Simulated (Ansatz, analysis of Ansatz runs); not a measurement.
# Migration in LaOF (R-3m): V_O hop (4.0 Å), charge +2

Aim: the barrier of one jump in LaOF (R-3m) at charge +2: V_O hop (4.0 Å). The model is a cell of 36 host atoms with 1 O taken out; O is the atom that moves.

Main program and level: Ansatz 0.2.0; plane-wave PAW DFT, PBEsol; nudged elastic band between two relaxed defect structures at fixed charge in a uniform background.

Report form: the programs' logs are mostly left out.

### 1. Starting point

The cell holds 35 atoms: 12 La, 11 O and 12 F. Its edges and angles: a = 8.026 Å, b = 12.040 Å, c = 7.079 Å, α = 73.5°, β = 73.5°, γ = 60.0°. It derives from LaOF (space group R-3m). Nearest the centre at fractional (0.439, 0.626, 0.869): La8 at 1.32 Å, O15 at 2.01 Å, F34 at 2.07 Å, O10 at 2.10 Å, La25 at 3.12 Å, La13 at 3.12 Å, La26 at 3.13 Å, La14 at 3.13 Å. The cell carries charge +2.

The cell's shortest repeat is 7.1 Å.

### 2. Relaxation of the start point, charge +2

The ends come first: from an unrelaxed start the top is counted from too high an energy, and the barrier comes out too low. Small random displacements break the symmetry of the ideal sites, so that the defect can distort if it gains by it. The charge of +2 is set by the electron count, and a uniform background keeps the cell neutral.

qp2.start/input.yaml reads:

```yaml
crystal:
  lattice:
    - [-4.01323028, 6.95111875, 0.0]
    - [-12.03969085, 0.0, 0.0]
    - [-2.00661514, 1.15851979, 6.68937332]
  atoms:
    - { symbol: La, position: [0.12912111, 0.08608074, 0.22527337] }
    - { symbol: La, position: [0.37087889, 0.2472526, 0.77472663] }
    - { symbol: O, position: [0.1884472, 0.12563147, 0.86931681] }
    - { symbol: O, position: [0.3115528, 0.20770187, 0.13068319] }
    - { symbol: F, position: [0.06449263, 0.04299509, 0.6130442] }
    - { symbol: F, position: [0.43550737, 0.29033824, 0.3869558] }
    - { symbol: La, position: [0.12912111, 0.41941407, 0.22527337] }
    - { symbol: La, position: [0.37087889, 0.58058593, 0.77472663] }
[... 23 atom lines left out ...]
    - { symbol: O, position: [0.6884472, 0.79229813, 0.86931681] }
    - { symbol: O, position: [0.8115528, 0.87436853, 0.13068319] }
    - { symbol: F, position: [0.56449263, 0.70966176, 0.6130442] }
    - { symbol: F, position: [0.93550737, 0.95700491, 0.3869558] }
total_charge: 2
basis:
  ecutwfc: 420
  xc_grid: 2
hamiltonian:
  xc: pbesol
kpoints:
  mp_grid: { grid: [1, 1, 1] }
scf:
  occupations: { method: fixed }
  max_iter: 100
output:
  forces: true
relax:
  f_tol: 0.02
  max_steps: 70
  random_displacement: { amplitude: 0.03, seed: 8199 }
```

Launch:

```sh
$ ansatz run input.yaml --threads 4 --pin off --max-ram 7536MiB --backend cpu --events-out ev --progress --plain --runs-dir out
```

Wall time 17 s (4 threads of Intel Xeon Platinum 8488C (Sapphire Rapids), shared host); peak memory 0.75 GiB; 58 s of CPU time.

Relaxation path:

| step | energy less that of the first step (eV) | largest force component (eV/Å) |
| --- | --- | --- |
| 1 | 0.0000 | 3.0996 |
| 2 | -1.9314 | 0.9480 |
| 3 | -2.3829 | 0.3437 |
| 4 | -2.2413 | 0.7335 |
| 5 | -2.4437 | 0.1164 |
| 6 | -2.4163 | 0.2022 |
| 7 | -2.4499 | 0.0660 |
| 8 | -2.4508 | 0.0523 |
| 9 | -2.4481 | 0.0892 |
| 10 | -2.4473 | 0.1214 |
| 11 | -2.4516 | 0.0070 |

Relaxation steps 4, 6, 9, 10 were tried and not accepted.

The atoms that moved most (Å, from the sites as typed, ahead of the random displacement, the mean shift of all atoms taken out):

| atom | dx | dy | dz | length |
| --- | --- | --- | --- | --- |
| F11 | 0.005 | -0.251 | 0.184 | 0.311 |
| F28 | -0.214 | 0.129 | 0.168 | 0.301 |
| La25 | -0.001 | 0.008 | 0.274 | 0.274 |
| F34 | 0.178 | 0.118 | 0.100 | 0.236 |
| O22 | -0.167 | -0.120 | -0.106 | 0.231 |
| O10 | -0.003 | 0.183 | -0.127 | 0.223 |
| O27 | 0.152 | -0.088 | -0.124 | 0.215 |
| La20 | 0.163 | 0.129 | -0.034 | 0.211 |

The relaxed structure:

```xyz
35
Lattice="-4.0132 6.9511 0.0000 -12.0397 0.0000 0.0000 -2.0066 1.1585 6.6894" Properties=species:S:1:pos:R:3 pbc="T T T"
La   -1.9796    1.1872    1.4981
La   -6.0187    3.4662    5.2182
O    -3.9744    2.3669    5.8206
O    -4.0342    2.3050    0.8786
F    -1.9794    1.1769    4.0946
F    -6.0942    3.3895    2.7166
La   -5.9869    1.1704    1.4782
La  -10.0865    3.2988    5.1425
O    -8.0595    2.3024    5.8071
O    -8.0311    2.5004    0.7492
F    -6.0167    0.9074    4.2869
F   -10.0503    3.4490    2.6186
La  -10.0398    1.1589    1.4531
La  -14.0417    3.5151    5.1628
O   -12.0370    2.2901    5.7962
O   -12.0358    2.3255    0.8484
F   -10.0467    1.1204    4.0630
F   -14.0010    3.4982    2.5870
La   -3.9980    4.6354    1.5112
La   -7.8659    7.0803    5.1506
O    -6.0069    5.7908    5.8077
O    -6.1887    5.6722    0.7707
F    -4.0212    4.6126    4.0792
F    -8.0191    6.9999    2.6251
La   -8.0299    4.6421    1.7833
La  -12.1794    7.0141    5.1192
O    -9.8836    5.7040    0.7526
F    -8.2424    4.7631    4.2707
F   -12.0036    7.0117    2.4995
La  -12.0108    4.6353    1.4832
La  -16.0842    6.9004    5.1720
O   -14.0428    5.8251    5.8142
O   -14.0669    5.7659    0.8675
F   -11.8638    4.7522    4.2026
F   -16.0929    6.9422    2.5350
```

Neighbours of O15 at the end:

| atom | distance (Å) |
| --- | --- |
| La8 | 2.291 |
| La13 | 2.346 |
| La31 | 2.423 |
| La14 | 2.433 |
| F5 | 2.840 |
| F17 | 2.887 |
| O33 | 2.910 |
| O16 | 2.912 |
| O10 | 2.927 |
| F34 | 2.938 |

Read from the output:

```yaml
free_energy: -89803.9609 eV
r_m_s_move_of_the_farther_half_of_the_atoms: 0.1112 Å
largest_move_from_the_ideal_geometry_of_this_structure_a_common_shift_of_the_far_atoms_taken_out: 0.2958 Å
```

The relaxation gained 2.452 eV and ended with a largest force component of 0.0070 eV/Å.

### 3. Relaxation of the end point, charge +2

The end point is relaxed in the same cell and settings, so that the two energies compare. Atoms more than 3.2 Å from the middle of the hop start where the first relaxation left them, the nearer ones on or close to their ideal places, with small random displacements.

qp2.end/input.yaml reads:

```yaml
crystal:
  lattice:
    - [-4.01323028, 6.95111875, 0.0]
    - [-12.03969085, 0.0, 0.0]
    - [-2.00661514, 1.15851979, 6.68937332]
  atoms:
    - { symbol: La, position: [0.13663053, 0.08095804, 0.22313842] }
    - { symbol: La, position: [0.37181122, 0.24535615, 0.77926992] }
[... 5 atom lines left out ...]
    - { symbol: La, position: [0.37087889, 0.58058593, 0.77472663] }
    - { symbol: O, position: [0.18970468, 0.46089715, 0.86730106] }
    - { symbol: O, position: [0.3115528, 0.5410352, 0.13068319] }
[... 1 atom line left out ...]
    - { symbol: F, position: [0.43409602, 0.62422687, 0.39065665] }
    - { symbol: La, position: [0.12912111, 0.7527474, 0.22527337] }
    - { symbol: La, position: [0.37087889, 0.91391926, 0.77472663] }
    - { symbol: O, position: [0.688649, 0.459099, 0.868105] }
[... 9 atom lines left out ...]
    - { symbol: La, position: [0.62912111, 0.41941407, 0.22527337] }
    - { symbol: La, position: [0.87087889, 0.58058593, 0.77472663] }
    - { symbol: O, position: [0.80500748, 0.53323706, 0.11169577] }
    - { symbol: F, position: [0.58198988, 0.38360717, 0.63762494] }
[... 5 atom lines left out ...]
    - { symbol: F, position: [0.56449263, 0.70966176, 0.6130442] }
    - { symbol: F, position: [0.93872945, 0.95998464, 0.3781589] }
total_charge: 2
basis:
  ecutwfc: 420
  xc_grid: 2
hamiltonian:
  xc: pbesol
kpoints:
  mp_grid: { grid: [1, 1, 1] }
scf:
  occupations: { method: fixed }
  max_iter: 100
output:
  forces: true
relax:
  f_tol: 0.02
  max_steps: 70
  random_displacement: { amplitude: 0.01, seed: 8199 }
```

Wall time 13 s (4 threads); peak memory 0.76 GiB; 46 s of CPU time.

Relaxation path:

| step | energy less that of the first step (eV) | largest force component (eV/Å) |
| --- | --- | --- |
| 1 | 0.0000 | 3.2634 |
| 2 | -2.5301 | 0.9203 |
| 3 | -3.2574 | 0.2231 |
| 4 | -3.2740 | 0.3093 |
| 5 | -3.3288 | 0.0937 |
| 6 | -3.3345 | 0.0389 |
| 7 | -3.3275 | 0.1012 |
| 8 | -3.3353 | 0.0236 |
| 9 | -3.3355 | 0.0089 |

Relaxation step 7 was tried and not accepted.

The atoms that moved most (Å, from the sites as typed, ahead of the random displacement):

| atom | dx | dy | dz | length |
| --- | --- | --- | --- | --- |
| F17 | -0.203 | 0.157 | 0.207 | 0.329 |
| F28 | 0.242 | -0.121 | -0.178 | 0.324 |
| F11 | -0.012 | 0.219 | -0.208 | 0.302 |
| F34 | 0.011 | -0.242 | 0.180 | 0.301 |
| F29 | -0.111 | -0.156 | 0.217 | 0.289 |
| La13 | 0.004 | 0.018 | 0.270 | 0.271 |
| O33 | 0.015 | 0.199 | -0.119 | 0.233 |
| O27 | -0.172 | 0.067 | 0.126 | 0.224 |

Neighbours of O15 at the end:

| atom | distance (Å) |
| --- | --- |
| La8 | 2.339 |
| La25 | 2.367 |
| La20 | 2.376 |
| La26 | 2.398 |
| F11 | 2.842 |
| O22 | 2.843 |
| F28 | 2.895 |
| O27 | 2.921 |
| F34 | 2.942 |

Read from the output:

| Property | Result |
| --- | --- |
| free energy | -89803.9609 eV |
| r.m.s. move of the farther half of the atoms | 0.1098 Å |
| largest move from the ideal geometry of this structure, a common shift of the far atoms taken out | 0.3233 Å |

The relaxation gained 3.335 eV and ended with a largest force component of 0.0089 eV/Å. The end lies within 1 meV of the start.

### 4. Nudged elastic band, charge +2

3 movable images are laid between the ends on a pair-potential path, which keeps atoms from colliding in the first guess. Each image feels the true force across the path and a spring force along it. The highest image is set to climb to the top of the path.

This step: plane-wave PAW DFT, PBEsol; nudged elastic band between two relaxed defect structures at fixed charge in a uniform background.

qp2.neb/input.yaml reads:

```yaml
crystal:
  lattice:
    - [-4.01323028, 6.95111875, 0.0]
    - [-12.03969085, 0.0, 0.0]
    - [-2.00661514, 1.15851979, 6.68937332]
  atoms:
    - { symbol: La, position: [0.13346284, 0.08261094, 0.22394526] }
    - { symbol: La, position: [0.36864353, 0.24700905, 0.78007676] }
    - { symbol: O, position: [0.19548427, 0.11992687, 0.87012824] }
    - { symbol: O, position: [0.30970644, 0.20995315, 0.13133714] }
    - { symbol: F, position: [0.06728771, 0.03996036, 0.61210406] }
    - { symbol: F, position: [0.41993472, 0.29851243, 0.40610677] }
    - { symbol: La, position: [0.1315486, 0.41658537, 0.22097928] }
    - { symbol: La, position: [0.34644463, 0.59416501, 0.7687565] }
    - { symbol: O, position: [0.18653699, 0.46255005, 0.8681079] }
    - { symbol: O, position: [0.34103837, 0.53470912, 0.11199938] }
    - { symbol: F, position: [0.02372518, 0.38502608, 0.64084739] }
    - { symbol: F, position: [0.43092833, 0.62587977, 0.3914635] }
    - { symbol: La, position: [0.13052249, 0.75418121, 0.21721973] }
    - { symbol: La, position: [0.37705653, 0.91196813, 0.77179261] }
    - { symbol: O, position: [0.18503865, 0.79368351, 0.86647379] }
    - { symbol: O, position: [0.31341788, 0.87406948, 0.12682354] }
    - { symbol: F, position: [0.05995507, 0.71325352, 0.60738047] }
    - { symbol: F, position: [0.43880525, 0.95218211, 0.38673782] }
    - { symbol: La, position: [0.62920156, 0.08468108, 0.22590501] }
    - { symbol: La, position: [0.89025559, 0.2282484, 0.76996744] }
    - { symbol: O, position: [0.68837781, 0.12476455, 0.86820398] }
    - { symbol: O, position: [0.79680451, 0.22921881, 0.11520617] }
    - { symbol: F, position: [0.56193845, 0.04504652, 0.60980905] }
    - { symbol: F, position: [0.94161639, 0.28677798, 0.3924255] }
    - { symbol: La, position: [0.62338827, 0.41472811, 0.26659063] }
    - { symbol: La, position: [0.88151429, 0.59022081, 0.76527404] }
    - { symbol: O, position: [0.80183979, 0.53488995, 0.11250261] }
    - { symbol: F, position: [0.57882219, 0.38526007, 0.63843178] }
    - { symbol: F, position: [0.94644348, 0.61924586, 0.37365682] }
    - { symbol: La, position: [0.62988555, 0.75068251, 0.22172634] }
    - { symbol: La, position: [0.86383862, 0.91912345, 0.77317218] }
    - { symbol: O, position: [0.69314116, 0.79046912, 0.8691741] }
    - { symbol: O, position: [0.80788432, 0.87746748, 0.12968325] }
    - { symbol: F, position: [0.57894865, 0.68769627, 0.62825623] }
    - { symbol: F, position: [0.93556176, 0.96163753, 0.37896574] }
total_charge: 2
basis:
  ecutwfc: 420
  xc_grid: 2
hamiltonian:
  xc: pbesol
kpoints:
  mp_grid: { grid: [1, 1, 1] }
scf:
  occupations: { method: fixed }
  max_iter: 100
output:
  forces: true
neb:
  images: 3
  f_tol: 0.05
  climbing: true
  initial_path: idpp
  max_iterations: 45
  order_check: false
  final_atoms:
    - { symbol: La, position: [0.12967989, 0.08414804, 0.22275541] }
    - { symbol: La, position: [0.36360135, 0.25254888, 0.77423106] }
[... 5 atom lines left out ...]
    - { symbol: La, position: [0.39002487, 0.56168496, 0.7710259] }
    - { symbol: O, position: [0.18814208, 0.4582301, 0.86922243] }
    - { symbol: O, position: [0.29672145, 0.56249689, 0.11630968] }
[... 1 atom line left out ...]
    - { symbol: F, position: [0.44141826, 0.62026216, 0.39328772] }
    - { symbol: La, position: [0.12315611, 0.74816534, 0.2676245] }
    - { symbol: La, position: [0.38124252, 0.92363545, 0.76634531] }
    - { symbol: O, position: [0.69519749, 0.4533825, 0.87122822] }
[... 9 atom lines left out ...]
    - { symbol: La, position: [0.63312409, 0.41611927, 0.22503467] }
    - { symbol: La, position: [0.86845085, 0.58035882, 0.78121935] }
    - { symbol: O, position: [0.8096677, 0.54329483, 0.13251839] }
    - { symbol: F, position: [0.56713535, 0.37338545, 0.61298765] }
[... 5 atom lines left out ...]
    - { symbol: F, position: [0.52338715, 0.71847929, 0.6418761] }
    - { symbol: F, position: [0.93077038, 0.95928481, 0.39241361] }
```

Run time: 59 s. Hardware: 4 threads; peak memory 1.6 GiB.

Images along the path:

| image | path (Å) | energy (eV) | O15: x, y, z (Å) |
| --- | --- | --- | --- |
| 0 | 0.000 | 0.0000 | -12.037, 2.290, 5.796 |
| 1 | 1.270 | 1.4124 | -11.958, 3.283, 6.102 |
| 2 | 2.541 | 2.4920 | -11.717, 4.396, 6.310 |
| 3 | 3.882 | 1.4181 | -10.873, 5.233, 6.134 |
| 4 | 5.223 | 0.0000 | -9.997, 5.842, 5.828 |

This step gave:

```yaml
free_energy: -89801.4689 eV
barrier_forward: 2.492 eV
barrier_backward: 2.492 eV
end_less_start: -1.85e-5 eV
hop_length: 4.096 Å
```

Track of the atom that was set to move:

| image | x (Å) | y (Å) | z (Å) | nearest neighbour | distance (Å) |
| --- | --- | --- | --- | --- | --- |
| 0 | -12.04 | 2.29 | 5.796 | La | 2.291 |
| 1 | -11.96 | 3.283 | 6.102 | La | 2.172 |
| 2 | -11.72 | 4.396 | 6.31 | La | 2.273 |
| 3 | -10.87 | 5.233 | 6.134 | La | 2.192 |
| 4 | -9.997 | 5.842 | 5.828 | La | 2.339 |

The band met its tolerance of 0.05 eV/Å after 9 iterations, with image 2 on top (the start counts as 0). O15, which moves farthest between the ends, has 4 La at 2.29 to 2.43 Å nearest at the start and 2 La at 2.27 to 2.60 Å, 1 F at 2.49 Å and 1 O at 2.55 Å at the top. In at least one step between neighbouring images a covalent bond changes partner or an atom goes far. The images sample such a step coarsely, so the top may lie higher.

### 5. Single point at the start point, PBEsol, denser k-mesh

Three single points on a mesh of more k-points (start, top, end) test the sampling. The start is shown; top and end are run alike.

This step: plane-wave PAW DFT, PBEsol; single point of a defect supercell on a structure of the PBEsol path.

qp2.start.mesh/input.yaml reads:

```yaml
crystal:
  lattice:
    - [-4.01323028, 6.95111875, 0.0]
    - [-12.03969085, 0.0, 0.0]
    - [-2.00661514, 1.15851979, 6.68937332]
  atoms:
    - { symbol: La, position: [0.13346284, 0.08261094, 0.22394526] }
    - { symbol: La, position: [0.36864353, 0.24700905, 0.78007676] }
[... 5 atom lines left out ...]
    - { symbol: La, position: [0.34644463, 0.59416501, 0.7687565] }
    - { symbol: O, position: [0.18653699, 0.46255005, 0.8681079] }
    - { symbol: O, position: [0.34103837, 0.53470912, 0.11199938] }
[... 1 atom line left out ...]
    - { symbol: F, position: [0.43092833, 0.62587977, 0.3914635] }
    - { symbol: La, position: [0.13052249, 0.75418121, 0.21721973] }
    - { symbol: La, position: [0.37705653, 0.91196813, 0.77179261] }
    - { symbol: O, position: [0.18503865, 0.79368351, 0.86647379] }
[... 9 atom lines left out ...]
    - { symbol: La, position: [0.62338827, 0.41472811, 0.26659063] }
    - { symbol: La, position: [0.88151429, 0.59022081, 0.76527404] }
    - { symbol: O, position: [0.80183979, 0.53488995, 0.11250261] }
    - { symbol: F, position: [0.57882219, 0.38526007, 0.63843178] }
[... 5 atom lines left out ...]
    - { symbol: F, position: [0.57894865, 0.68769627, 0.62825623] }
    - { symbol: F, position: [0.93556176, 0.96163753, 0.37896574] }
total_charge: 2
basis:
  ecutwfc: 420
  xc_grid: 2
hamiltonian:
  xc: pbesol
kpoints:
  mp_grid: { grid: [2, 2, 2], shift: [0.5, 0.5, 0.5] }
scf:
  occupations: { method: fixed }
  max_iter: 100
output:
  forces: true
  eigenvalues: true
checkpoint:
  write: "../qp2.start.mesh.run"
  compress: false
  write_wavefunctions: false
  write_every: 100000
```

It took 13 s on 4 threads; peak memory 2.2 GiB; 49 s of CPU time.

This step gave:

```yaml
free_energy: -89804.6193 eV
```

### 6. Barrier from single points, PBEsol, denser k-mesh

Analysis of the runs above: barrier from PBEsol single points on the PBEsol path.

It gives:

* barrier forward: 2.599 eV
* barrier backward: 2.600 eV
* end less start: -0.001545 eV

This gives 2.599 eV against the band's 2.492 eV (backward 2.600 against 2.492 eV), so the sampling matters here.

### 7. Single point at the start point, r2SCAN

Three single points with a meta-GGA, at its higher cutoff of 500 eV, show what it does to the barrier on the path found. The start is shown; top and end are run alike.

This step: plane-wave PAW DFT, r2SCAN; single point of a defect supercell on a structure of the PBEsol path.

qp2.start.r2scan/input.yaml, as its differences from qp2.start.mesh/input.yaml of step 5:

```diff
@@ -27,8 +27,8 @@
 basis:
-  ecutwfc: 420
+  ecutwfc: 500
   xc_grid: 2
 hamiltonian:
-  xc: pbesol
+  xc: r2scan
 kpoints:
-  mp_grid: { grid: [2, 2, 2], shift: [0.5, 0.5, 0.5] }
+  mp_grid: { grid: [1, 1, 1] }
 scf:
@@ -40,3 +40,3 @@
 checkpoint:
-  write: "../qp2.start.mesh.run"
+  write: "../qp2.start.r2scan.run"
   compress: false
```

Run time: 5.3 s. Hardware: 4 threads; peak memory 1 GiB.

Read from the output:

```
free energy : -91249.6950 eV
```

### 8. Barrier from single points, r2SCAN

Analysis of the runs above: barrier from r2SCAN single points on the PBEsol path.

It gives:

- barrier forward: 2.552 eV
- barrier backward: 2.552 eV
- end less start: -3.75e-5 eV

This gives 2.552 eV against the band's 2.492 eV.

(Continued in part 2 of 2.)

[Logs are printed without paths, hosts, clocks, repeated set-up lines and the standing remarks that a program may print on its own settings, such as how far it seeks lower states.]

[Hosts, paths, dates, database ids (printed as entryN), source tags and the programs' standing remarks are cut or masked in the printed files.]
